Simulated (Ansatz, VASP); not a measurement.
## Two plane-wave programs on Al

Contents of INCAR:

```
ALGO = Normal
EDIFF = 1E-8
ENCUT = 520
GGA = PE
ISIF = 2
ISMEAR = -1
LASPH = T
LCHARG = F
LEFG = T
LREAL = F
LWAVE = F
NBANDS = 10
NELM = 100
PREC = Accurate
SIGMA = 0.08
```

File KPOINTS:

```
k-points
0
Gamma
  9 9 9
```

The input POSCAR:

```
Al
1.0
    0.0000000000      3.0030563945      3.0030563945
    3.0030563945      0.0000000000      3.0030563945
    3.0030563945      3.0030563945      0.0000000000
Al
2
Direct
    0.0000000000      0.0000000000      0.0000000000
    0.2500000000      0.2500000000      0.2500000000
```

Input for Ansatz:

```yaml
crystal:
  lattice:
    - [0.0, 3.0030563945, 3.0030563945]
    - [3.0030563945, 0.0, 3.0030563945]
    - [3.0030563945, 3.0030563945, 0.0]
  atoms:
    - { symbol: Al, position: [0.0, 0.0, 0.0] }
    - { symbol: Al, position: [0.25, 0.25, 0.25] }
kpoints:
  mp_grid: { grid: [9, 9, 9] }
scf:
  occupations: { method: fermi_dirac, width: 0.08 }
hamiltonian:
  xc: pbe
  pseudopotentials: { kind: paw }
output:
  forces: true
  stress: true
  eigenvalues: true
  efg: { contact_densities: true }
```

Change from the starting cell: volume scaled by 0.98, PAW files.

Alike in both runs: task electric field gradients; functional PBE; k mesh 9 × 9 × 9; occupations fermi-dirac, width 0.08 eV; no spin polarisation.

|  | VASP | Ansatz |
| --- | --- | --- |
| version | VASP 6.6.1 | Ansatz 0.2.0 |
| potentials or method | VASP PAW PBE potentials, release 64 (Al) | PAW with Ansatz's default frozen-core files, scalar-relativistic |
| plane-wave cutoff (eV) | 520 | 420 |
| valence electrons in the cell | 6 | 6 |

```tsv
	VASP	Ansatz	Ansatz less VASP
pressure (GPa)	0.8	0.8	+0.02
Vzz of the field gradient on the site that differs most (V/Å²)	0.0	0.0	0.00
```

With one functional, cell and mesh, what is left measures potentials, basis and numerics.
